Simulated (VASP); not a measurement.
# Si: GW band gap, scheme by scheme

Si, Fd-3m (no. 227), 2 atoms in the cell. PBE, GW; PAW potentials Si_GW (PBE set).

| GW scheme | Iterations | Frequency points | Quasiparticle gap on the mesh (eV) | Gap of the starting point on the mesh (eV) | Quasiparticle gap at the zone centre (eV) | Starting gap at the zone centre (eV) | Correction of the gap between the band edges on the mesh (eV) | Time (s) |
|---|---|---|---|---|---|---|---|---|
| evGW0 low-scaling | 4 | 12 | 1.28 | 0.71 | 3.27 | 2.54 | 0.57 | 823 |
| evGW0 | 4 | 48 | 1.31 | 0.71 | 3.31 | 2.54 | 0.60 | 81 |
| QSGW0 | 4 | 48 | 1.32 | 0.71 | 3.34 | 2.54 | 0.61 | 198 |
| COHSEX | 6 | 1 | 2.16 | 0.71 | 4.23 | 2.54 | 1.45 | 155 |

Limits: the mesh is coarse: the screening isn't converged, and the gap may still move by about 0.1 eV.

## Input of the first row

INCAR.step1:
```
SYSTEM = Si
PREC = Accurate ; ENCUT = 300
ISMEAR = 0 ; SIGMA = 0.05
LASPH = .TRUE. ; LREAL = .FALSE.
GGA = PE ; ALGO = Normal
EDIFF = 1E-8 ; NELM = 150
LWAVE = .TRUE. ; LCHARG = .FALSE.
KPAR = 4
```

INCAR.step2, as INCAR.step1 but for:
```
- ALGO = Normal
- NELM = 150
+ ALGO = Exact
+ NELM = 1
+ ISTART = 1
+ NBANDS = 188
+ LOPTICS = .TRUE.
```

INCAR.step3:
```
SYSTEM = Si
PREC = Accurate ; ENCUT = 300
ISMEAR = 0 ; SIGMA = 0.05
LASPH = .TRUE. ; LREAL = .FALSE.
GGA = PE ; ALGO = EVGW0R
NBANDS = 188 ; NBANDSGW = 14
ENCUTGW = 160 ; NOMEGA = 12
PRECFOCK = Fast ; ISTART = 1
LWAVE = .FALSE. ; LCHARG = .FALSE.
NELMGW = 4 ; MAXMEM = 1800
LFOCKSTD = .TRUE.
```

KPOINTS:
```
k-points
0
Gamma
  4 4 4
```

POSCAR:
```
Si
1.0
    0.0000000000      2.7218511865      2.7218511865
    2.7218511865      0.0000000000      2.7218511865
    2.7218511865      2.7218511865      0.0000000000
Si
2
Direct
    0.5000000000      0.5000000000      0.5000000000
    0.7500000000      0.7500000000      0.7500000000
```

Commands (each step's output is kept before the next begins):
```
cat potpaw_PBE.64/Si_GW/POTCAR > POTCAR
cp INCAR.step1 INCAR
mpirun -np 4 vasp_std > vasp.out
cp INCAR.step2 INCAR
mpirun -np 4 vasp_std > vasp.out
cp INCAR.step3 INCAR
mpirun -np 4 vasp_std > vasp.out
```

Changes of the last row against the first:
```
(step 3)
- ALGO = EVGW0R
- NOMEGA = 12
- NELMGW = 4
- MAXMEM = 1800
- LFOCKSTD = True
+ ALGO = QPGW
+ NOMEGA = 1
+ NELMGW = 6
+ LOPTICS = True
+ LPEAD = True
+ KPAR = 4
```

VASP 6.6.1 took 823 s on 4 cores (Intel Xeon Platinum 8488C (Sapphire Rapids)), a shared host.
